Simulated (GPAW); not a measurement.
The system is Ti.

```
Ti
1.0
     2.95000    0.00000    0.00000
    -1.47500    2.55477    0.00000
     0.00000    0.00000    4.68000
Ti
2
Direct
  0.66667 0.33333 0.75000
  0.33333 0.66667 0.25000
```

| Property | Result |
| --- | --- |
| Program | GPAW 26.7.0 |
| Task | single point |
| Functional | PBE |
| Potentials or basis | GPAW PAW data sets (gpaw-data 1.2.1) |
| Cutoff | 600 eV |
| Basis | pw |
| k mesh | 10 × 10 × 6 |
| Occupations | fermi-dirac, width 0.05 eV |
| Spin | no spin polarisation |

On this cell: pressure -2.0 GPa; largest force under 0.003 eV/Å; band gap on the k mesh none (metal or under the smearing width).

The same run follows on a disturbed copy (atoms moved at random, drawn with an rms of 0.05 Å):

```
CELL_PARAMETERS angstrom
2.95000 0.00000 0.00000
-1.47500 2.55477 0.00000
0.00000 0.00000 4.68000
ATOMIC_POSITIONS crystal
Ti 0.68616 0.32688 0.74849
Ti 0.33797 0.67291 0.24873
```

Question: What does the disturbed cell give?

Answer: The energy (extrapolated to zero smearing) moves by +2.1 meV/atom; pressure -2.0 GPa; largest force 0.108 eV/Å; band gap on the k mesh none (metal or under the smearing width).

Forces on the atoms (eV/Å):
```
Ti  -0.096  0.049  0.003
Ti   0.096 -0.049 -0.003
```

Stress tensor (GPa, compression positive):
```
-2.29  0.72  0.00
 0.72 -1.55  0.00
 0.00  0.00 -2.27
```
